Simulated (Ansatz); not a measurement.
Ansatz input file:

```yaml
crystal:
  lattice:
    - [4.0355109139, 0.0, 0.0]
    - [-2.017755457, 3.4948549687, 0.0]
    - [0.0, 0.0, 36.7225710414]
  atoms:
    - { symbol: Se, position: [0.3333333333, 0.6666666667, 0.4270028573] }
    - { symbol: In, position: [0.0, 0.0, 0.4619671049] }
    - { symbol: In, position: [0.0, 0.0, 0.5380328951] }
    - { symbol: Se, position: [0.3333333333, 0.6666666667, 0.5729971427] }
  periodic: [true, true, false]
basis:
  ecutwfc: 420
kpoints:
  mp_grid: { grid: [12, 12, 1] }
hamiltonian:
  xc: pbe
  dispersion: d3bj
scf:
  occupations: { method: gaussian, width: 0.02 }
output:
  forces: true
  stress: true
  eigenvalues: true
  write_density: true
  write_potential: true
  elf: true
  volumetric_format: npy
relax:
  adjacent_minimum: "off"
  f_tol: 0.005
  max_steps: 80
  cell: { stress_2d_tol: 0.02 }
```

Run as
```bash
ansatz run input.yaml --threads 2 --pin off --max-ram 5120MiB --backend cpu --events-out ev --progress --plain --runs-dir out
```

These are results of Ansatz, DFT PBE+D3(BJ), scalar-relativistic, plane waves, PAW, not measurements.

From the run's log, abridged (iterations and final results):

```
SCF iter   1: F=—  HF=-22136.812593 eV  |F-HF|=—  |Δ(HF+E_count)|=         —  Δρ=1.08e-3  dr2=1.31e-2  ethr=1.77e-3  ⟨swp⟩=14.2  Hψ=4053  notcnv=0
SCF iter   2: F=—  HF=-22136.812459 eV  |F-HF|=—  |Δ(HF+E_count)|=   1.34e-4  Δρ=5.01e-4  dr2=6.64e-3  ethr=2.26e-5  ⟨swp⟩=4.2  Hψ=1566  notcnv=0  defer=23
SCF iter   3: F=—  HF=-22136.811406 eV  |F-HF|=—  |Δ(HF+E_count)|=   1.05e-3  Δρ=2.61e-4  dr2=4.27e-4  ethr=1.14e-5  ⟨swp⟩=2.7  Hψ=875  notcnv=0  defer=23
SCF iter   4: F=—  HF=-22136.811599 eV  |F-HF|=—  |Δ(HF+E_count)|=   1.92e-4  Δρ=9.68e-5  dr2=4.90e-5  ethr=7.36e-7  ⟨swp⟩=3.3  Hψ=1271  notcnv=0  defer=23
SCF iter   5: F=—  HF=-22136.811630 eV  |F-HF|=—  |Δ(HF+E_count)|=   3.10e-5  Δρ=2.90e-5  dr2=3.89e-6  ethr=8.46e-8  ⟨swp⟩=2.9  Hψ=1231  notcnv=0  defer=23
SCF iter   6: F=—  HF=-22136.811638 eV  |F-HF|=—  |Δ(HF+E_count)|=   8.25e-6  Δρ=6.41e-6  dr2=1.95e-7  ethr=6.71e-9  ⟨swp⟩=3.3  Hψ=1146  notcnv=0  defer=23
SCF iter   7: F=-22136.811638 eV  HF=-22136.811638 eV  |F-HF|=2.14e-8  |Δ(HF+E_count)|=   4.45e-7  Δρ=1.36e-6  dr2=1.07e-8  ethr=1.72e-10  ⟨swp⟩=22.8  Hψ=6498  notcnv=0
SCF 1 converged in 7 iterations: F = -22136.811638 eV  dr2 = 1.07e-8
relax step   1: F+E_penalty+E_count = -22136.81163830 eV  Δ(F+E_penalty+E_count) = +0.000e0 eV  max|allowed force component| = 4.306e-2 eV/Å  Δτ_max = 0.0000 Å  P = -0.040 N/m  Ω = 517.918 Å³  fix = [c, alpha, beta]  reactions: c  0.000 N/m (7 SCF iters, dr2 threshold 1.00e-7 eV, accepted)
Crystal: 4 atoms, lattice volume = 515.907 Å³
Basis set: ecut = 420 eV, 10107 PW (Γ), exchange–correlation on 54×54×500 points (8 copies of the dense FFT grid, shifted against one another)
Initial density: handed on by an earlier stage of this run
Initial wavefunctions: those handed on with the density
SCF iter   1: F=—  HF=-22136.811733 eV  |F-HF|=—  |Δ(HF+E_count)|=         —  Δρ=4.16e-4  dr2=1.68e-3  ethr=2.89e-6  ⟨swp⟩=3.2  Hψ=3834  notcnv=0
SCF iter   2: F=—  HF=-22136.811540 eV  |F-HF|=—  |Δ(HF+E_count)|=   1.93e-4  Δρ=2.30e-4  dr2=8.07e-4  ethr=2.89e-6  ⟨swp⟩=2.6  Hψ=1182  notcnv=0
SCF iter   3: F=—  HF=-22136.811415 eV  |F-HF|=—  |Δ(HF+E_count)|=   1.25e-4  Δρ=1.35e-4  dr2=1.20e-4  ethr=1.39e-6  ⟨swp⟩=2.6  Hψ=1144  notcnv=0
SCF iter   4: F=—  HF=-22136.811407 eV  |F-HF|=—  |Δ(HF+E_count)|=   8.20e-6  Δρ=4.41e-5  dr2=9.61e-6  ethr=2.06e-7  ⟨swp⟩=2.4  Hψ=928  notcnv=0
SCF iter   5: F=—  HF=-22136.811434 eV  |F-HF|=—  |Δ(HF+E_count)|=   2.77e-5  Δρ=1.07e-5  dr2=3.78e-7  ethr=1.66e-8  ⟨swp⟩=3.2  Hψ=1376  notcnv=0
SCF iter   6: F=-22136.811434 eV  HF=-22136.811434 eV  |F-HF|=6.18e-9  |Δ(HF+E_count)|=   2.09e-7  Δρ=1.68e-6  dr2=1.95e-8  ethr=2.00e-10  ⟨swp⟩=17.3  Hψ=6190  notcnv=0
SCF 2 converged in 6 iterations: F = -22136.811434 eV  dr2 = 1.95e-8
relax step   2: F+E_penalty+E_count = -22136.81143444 eV  Δ(F+E_penalty+E_count) = +2.039e-4 eV  max|allowed force component| = 7.239e-2 eV/Å  Δτ_max = 0.0251 Å  P = -0.195 N/m  Ω = 515.907 Å³  energy of the carried Pulay correction = +8.424e-5 eV  fix = [c, alpha, beta]  (6 SCF iters, dr2 threshold 1.16e-7 eV, rejected (line search))
Crystal: 4 atoms, lattice volume = 516.354 Å³
SCF iter   1: F=—  HF=-22136.812328 eV  |F-HF|=—  |Δ(HF+E_count)|=         —  Δρ=2.31e-4  dr2=5.00e-4  ethr=7.84e-7  ⟨swp⟩=3.1  Hψ=3630  notcnv=0
SCF iter   2: F=—  HF=-22136.812278 eV  |F-HF|=—  |Δ(HF+E_count)|=   5.06e-5  Δρ=1.25e-4  dr2=2.37e-4  ethr=7.84e-7  ⟨swp⟩=2.2  Hψ=1103  notcnv=0
SCF iter   3: F=—  HF=-22136.812242 eV  |F-HF|=—  |Δ(HF+E_count)|=   3.54e-5  Δρ=7.61e-5  dr2=3.32e-5  ethr=4.09e-7  ⟨swp⟩=3.0  Hψ=1087  notcnv=0
SCF iter   4: F=—  HF=-22136.812274 eV  |F-HF|=—  |Δ(HF+E_count)|=   3.18e-5  Δρ=2.40e-5  dr2=2.24e-6  ethr=5.73e-8  ⟨swp⟩=2.8  Hψ=1057  notcnv=0
SCF iter   5: F=—  HF=-22136.812253 eV  |F-HF|=—  |Δ(HF+E_count)|=   2.07e-5  Δρ=5.47e-6  dr2=1.04e-7  ethr=3.86e-9  ⟨swp⟩=2.6  Hψ=1291  notcnv=0
SCF iter   6: F=—  HF=-22136.812254 eV  |F-HF|=—  |Δ(HF+E_count)|=   8.03e-8  Δρ=7.18e-7  dr2=2.86e-9  ethr=1.80e-10  ⟨swp⟩=2.7  Hψ=1158  notcnv=0
SCF iter   7: F=—  HF=-22136.812254 eV  |F-HF|=—  |Δ(HF+E_count)|=   2.14e-9  Δρ=1.70e-7  dr2=1.42e-10  ethr=4.94e-12  ⟨swp⟩=3.1  Hψ=1342  notcnv=0
SCF iter   8: F=—  HF=-22136.812254 eV  |F-HF|=—  |Δ(HF+E_count)|=  1.78e-10  Δρ=4.69e-8  dr2=1.36e-11  ethr=1.00e-12  ⟨swp⟩=2.2  Hψ=865  notcnv=0
SCF iter   9: F=-22136.812254 eV  HF=-22136.812254 eV  |F-HF|=2.29e-10  |Δ(HF+E_count)|=  2.18e-11  Δρ=1.49e-8  dr2=1.12e-12  ethr=1.00e-12  ⟨swp⟩=9.6  Hψ=3930  notcnv=0
SCF 3 converged in 9 iterations: F = -22136.812254 eV  dr2 = 1.12e-12
relax step   3: F+E_penalty+E_count = -22136.81225352 eV  Δ(F+E_penalty+E_count) = -6.152e-4 eV  max|allowed force component| = 7.264e-3 eV/Å  Δτ_max = 0.0111 Å  P = -0.060 N/m  Ω = 516.354 Å³  energy of the carried Pulay correction = +6.545e-5 eV  fix = [c, alpha, beta]  reactions: c  0.000 N/m (9 SCF iters, accepted)
Crystal: 4 atoms, lattice volume = 515.922 Å³
SCF iter   1: F=—  HF=-22136.812266 eV  |F-HF|=—  |Δ(HF+E_count)|=         —  Δρ=2.51e-5  dr2=3.47e-6  ethr=6.87e-9  ⟨swp⟩=4.1  Hψ=4232  notcnv=0
SCF iter   2: F=—  HF=-22136.812299 eV  |F-HF|=—  |Δ(HF+E_count)|=   3.29e-5  Δρ=1.08e-5  dr2=1.10e-6  ethr=5.98e-9  ⟨swp⟩=2.1  Hψ=1010  notcnv=0
SCF iter   3: F=—  HF=-22136.812298 eV  |F-HF|=—  |Δ(HF+E_count)|=   3.73e-8  Δρ=7.12e-6  dr2=6.52e-7  ethr=1.90e-9  ⟨swp⟩=3.3  Hψ=1118  notcnv=0
SCF iter   4: F=—  HF=-22136.812298 eV  |F-HF|=—  |Δ(HF+E_count)|=   5.81e-8  Δρ=1.59e-6  dr2=9.89e-9  ethr=1.12e-9  ⟨swp⟩=2.3  Hψ=841  notcnv=0
SCF iter   5: F=-22136.812298 eV  HF=-22136.812298 eV  |F-HF|=1.24e-9  |Δ(HF+E_count)|=   1.61e-8  Δρ=6.85e-7  dr2=2.08e-9  ethr=6.59e-12  ⟨swp⟩=14.3  Hψ=5427  notcnv=0
SCF 4 converged in 5 iterations: F = -22136.812298 eV  dr2 = 2.08e-9
relax step   4: F+E_penalty+E_count = -22136.81229844 eV  Δ(F+E_penalty+E_count) = -4.492e-5 eV  max|allowed force component| = 3.435e-3 eV/Å  Δτ_max = 0.0011 Å  P = -0.028 N/m  Ω = 515.922 Å³  energy of the carried Pulay correction = +8.362e-5 eV  fix = [c, alpha, beta]  reactions: c  0.000 N/m (5 SCF iters, dr2 threshold 3.82e-9 eV, accepted)
Crystal: 4 atoms, lattice volume = 515.641 Å³
SCF iter   1: F=—  HF=-22136.812284 eV  |F-HF|=—  |Δ(HF+E_count)|=         —  Δρ=9.92e-6  dr2=6.34e-7  ethr=1.43e-9  ⟨swp⟩=4.0  Hψ=4486  notcnv=0
SCF iter   2: F=—  HF=-22136.812317 eV  |F-HF|=—  |Δ(HF+E_count)|=   3.30e-5  Δρ=4.68e-6  dr2=1.15e-7  ethr=1.09e-9  ⟨swp⟩=2.5  Hψ=953  notcnv=0
SCF iter   3: F=—  HF=-22136.812317 eV  |F-HF|=—  |Δ(HF+E_count)|=   1.65e-8  Δρ=2.41e-6  dr2=6.95e-8  ethr=1.98e-10  ⟨swp⟩=2.9  Hψ=1002  notcnv=0
SCF iter   4: F=—  HF=-22136.812317 eV  |F-HF|=—  |Δ(HF+E_count)|=   3.14e-9  Δρ=8.05e-7  dr2=6.69e-9  ethr=1.20e-10  ⟨swp⟩=2.6  Hψ=934  notcnv=0
SCF iter   5: F=-22136.812317 eV  HF=-22136.812317 eV  |F-HF|=3.86e-10  |Δ(HF+E_count)|=   2.23e-9  Δρ=2.01e-7  dr2=2.10e-10  ethr=1.42e-12  ⟨swp⟩=9.3  Hψ=5095  notcnv=0
SCF 5 converged in 5 iterations: F = -22136.812317 eV  dr2 = 2.10e-10
relax step   5: F+E_penalty+E_count = -22136.81231742 eV  Δ(F+E_penalty+E_count) = -1.898e-5 eV  max|allowed force component| = 2.091e-4 eV/Å  Δτ_max = 0.0002 Å  P = -0.002 N/m  Ω = 515.641 Å³  energy of the carried Pulay correction = +9.542e-5 eV  fix = [c, alpha, beta]  reactions: c  0.000 N/m (5 SCF iters, dr2 threshold 8.23e-10 eV, accepted)
Initial wavefunctions: pseudopotential atomic-orbital guess (no wavefunctions were taken with the density)
SCF iter   1: F=—  HF=-22136.812211 eV  |F-HF|=—  |Δ(HF+E_count)|=         —  Δρ=2.77e-6  dr2=9.95e-9  ethr=1.72e-7  ⟨swp⟩=5.5  Hψ=6742  notcnv=0
SCF iter   2: F=—  HF=-22136.812228 eV  |F-HF|=—  |Δ(HF+E_count)|=   1.63e-5  Δρ=1.50e-6  dr2=9.44e-9  ethr=1.72e-11  ⟨swp⟩=4.9  Hψ=2250  notcnv=0
SCF iter   3: F=—  HF=-22136.812228 eV  |F-HF|=—  |Δ(HF+E_count)|=  9.93e-10  Δρ=7.71e-7  dr2=6.31e-9  ethr=1.63e-11  ⟨swp⟩=2.9  Hψ=1115  notcnv=0
SCF iter   4: F=—  HF=-22136.812228 eV  |F-HF|=—  |Δ(HF+E_count)|=  5.24e-10  Δρ=2.70e-7  dr2=1.12e-10  ethr=1.09e-11  ⟨swp⟩=2.5  Hψ=815  notcnv=0
SCF iter   5: F=—  HF=-22136.812228 eV  |F-HF|=—  |Δ(HF+E_count)|=  1.46e-11  Δρ=4.54e-8  dr2=6.02e-12  ethr=1.00e-12  ⟨swp⟩=2.1  Hψ=1002  notcnv=0
SCF iter   6: F=-22136.812228 eV  HF=-22136.812228 eV  |F-HF|=2.15e-10  |Δ(HF+E_count)|=  9.46e-11  Δρ=9.94e-9  dr2=7.10e-13  ethr=1.00e-12  ⟨swp⟩=9.9  Hψ=4007  notcnv=0
SCF 6 converged in 6 iterations: F = -22136.812228 eV  dr2 = 7.10e-13
WARN: The output density's exchange-correlation potential varies sharply where the density is thin. Do not read a vacuum level from v_tot or v_xc, or from such a field of the output density. On a cell that repeats whose density bears no net charge and no dipole along the vacuum's axis use v_es (v_loc + v_h of the components); under efield.dipole_correction with no amplitude use v_es + v_field, which holds any external_charges[].barrier, or the levels of the report's work_function block, which leave it out; under a non-zero efield.amplitude the vacuum is tilted and has no level; on a cell that repeats and bears such a dipole with no correction it is tilted too, and efield.dipole_correction wi ...
SCF converged after 6 iterations
Free energy (F): -22136.812228 eV
Harris-Foulkes:  -22136.812228 eV  (|F-HF|=2.15e-10)
Internal energy: -22136.812228 eV  (E = F + TS)
E sigma→0 (E₀):  -22136.812228 eV
Fermi energy:    -5.177591 eV
--- Per-component energies (eV) ---
  E_band       = -1634.626680
  E_kinetic    = 721.803739
  E_local      = -150697.153187  (includes V_loc(G=0)·N_el)
  E_nonlocal   = -457.048596
  E_hartree    = 74680.478223
  E_xc         = -638.186281
  E_vxc        = -393.746960  (∫ρ·V_xc dr)
  E_paw        = -12132.833514  (= ΣΔE_a)
  E_vpaw       = -169.436881  (= ΣTr[D̂ρ^β])
  E_aug_tail   = -0.001150  (compensation charges beyond the density's cutoff)
  E_ewald      = 66387.014394
  E_disp       = -0.885855  (pairwise vdW)
  E_smearing   =  0.000000  (= −TS)
--- Forces (eV/Å), atoms counted from 1 ---
  atom   1  Se     0.00000000     0.00000000     0.00007269
  atom   2  In     0.00000000     0.00000000    -0.00019084
  atom   3  In     0.00000000     0.00000000     0.00019084
  atom   4  Se     0.00000000     0.00000000    -0.00007269
--- 2D stress c σ (N/m, compression-positive) ---
       -0.001561       0.000000       0.000000
        0.000000      -0.001561       0.000000
        0.000000       0.000000       0.000000
  P = ½ c Tr σ = -0.0016 N/m
--- Band table (eV; the first three rows and the last of 19) ---
  k-point 0: bands = ["-52.6258", "-52.6258", "-52.6258", "-52.6258", "-52.5971", "-52.5971", "-52.5971", "-52.5971", "-52.5864", "-52.5864", "-20.0012", "-19.8164", "-19.8164", "-19.7334", "-19.7334", "-19.7266", "-19.7266", "-19.5501", "-19.5501", "-19.5183", "-18.4959", "-18.3654", "-11.3325", "-9.0270", "-6.4390", "-6.4390", "-6.3656", "-6.3656", "-6.0641", "-4.3631", "-3.1454", "-0.9109 (-0.9109°)", "-0.9109 (-0.9109°)", "-0.3963", "-0.3717"]
  k-point 1: bands = ["-52.6258", "-52.6258", "-52.6258", "-52.6258", "-52.5971", "-52.5971", "-52.5971", "-52.5971", "-52.5864", "-52.5864", "-20.0006", "-19.8400", "-19.8154", "-19.7594", "-19.7285", "-19.7284", "-19.7232", "-19.5704", "-19.5507", "-19.4917", "-18.4258", "-18.2990", "-11.2959", "-9.0460", "-6.8531", "-6.7626", "-6.5251", "-6.4417", "-6.0158", "-3.9954", "-2.7626", "-1.3247 (-1.3247°)", "-0.8426 (-0.8426°)", "-0.3657", "-0.2701"]
  k-point 2: bands = ["-52.6258", "-52.6258", "-52.6258", "-52.6258", "-52.5971", "-52.5971", "-52.5971", "-52.5971", "-52.5863", "-52.5863", "-20.0024", "-19.8929", "-19.8223", "-19.8135", "-19.7333", "-19.7154", "-19.7128", "-19.5889", "-19.5524", "-19.4578", "-18.2359", "-18.1182", "-11.2088", "-9.1762", "-7.6165", "-7.3861", "-6.7443", "-6.6367", "-5.9954", "-3.4498", "-2.4806", "-1.5765 (-1.5765°)", "-0.7102 (-0.7102°)", "-0.6791", "-0.0661"]
  k-point 18: bands = ["-52.6257", "-52.6257", "-52.6257", "-52.6257", "-52.5972", "-52.5972", "-52.5972", "-52.5972", "-52.5862", "-52.5862", "-20.1085", "-20.0131", "-19.9436", "-19.8369", "-19.7256", "-19.6884", "-19.6759", "-19.5850", "-19.5834", "-19.3833", "-17.2281", "-17.1659", "-11.3480", "-10.5583", "-9.0348", "-8.7208", "-7.7087", "-7.2514", "-7.0613", "-3.4194", "-2.8834", "-1.9468", "-0.9403", "0.4273", "1.4798"]
  ° read free of the cell's end (the report's vacuum.weakly_bound_levels)
--- Relaxed structure (5 steps of the walk, 4 accepted, 1 SCFs on fresh bases) ---
  F+E_penalty+E_count = -22136.81222763 eV   max|allowed force component| = 1.908e-4 eV/Å   (the final SCF, on the basis selected at the relaxed cell)
  cell:  # Å, volume = 515.6412 Å³
    - [4.02663208, 0.0, 0.0]
    - [-2.01331604, 3.48716567, 0.0]
    - [0.0, 0.0, 36.7225710414]
  atoms:
    - { symbol: Se, position: [0.33333333, 0.66666666, 0.42667351] }
    - { symbol: In, position: [0.0, 0.0, 0.46195059] }
    - { symbol: In, position: [0.0, 0.0, 0.53804940] }
    - { symbol: Se, position: [0.33333333, 0.66666666, 0.57332648] }
```

The relaxation met its thresholds.

Time: 52 s on 2 threads of Intel(R) Xeon(R) 6975P-C (Granite Rapids) (shared host), peak memory 0.86 GiB.